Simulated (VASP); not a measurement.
A convergence study with VASP on ZnTe (space group F-43m): one setting is varied, all else stays as given below, so the limit is that of these other settings.

```
ZnTe
1.0
    0.00000     3.04085     3.04085
    3.04085     0.00000     3.04085
    3.04085     3.04085     0.00000
Zn Te
1 1
Direct
  0.00000   0.00000   0.00000
  0.25000   0.25000   0.25000
```

All values below come from PBE GGA, VASP's PBE PAW potentials (set 64) (plane waves; VASP). The tightest run used: 450 eV cut-off, 7×7×7 Γ-centred mesh, Gaussian smearing of 0.010 eV, potentials Zn Te.

```csv
setting,mean ε∞,highest Γ mode (cm⁻¹),plane waves
ENCUT = 150,10.74,181.9,259
ENCUT = 180,10.07,179.4,331
ENCUT = 210,10.05,176.6,394
```

These are the cheaper rows. Estimate the results at ENCUT = 450, and how far the last row shown lies from them.

```tsv
quantity	tightest run	last row shown is off by
mean ε∞	10.06	-0.02
highest Γ mode (cm⁻¹)	184.0	-7.3
```

Left out are rungs that failed or repeat a setting and relaxations that didn't move; long series are thinned to 24 rows.

The structure is a typed ZnTe crystal (space group no. 216). The cell was not relaxed at this level.
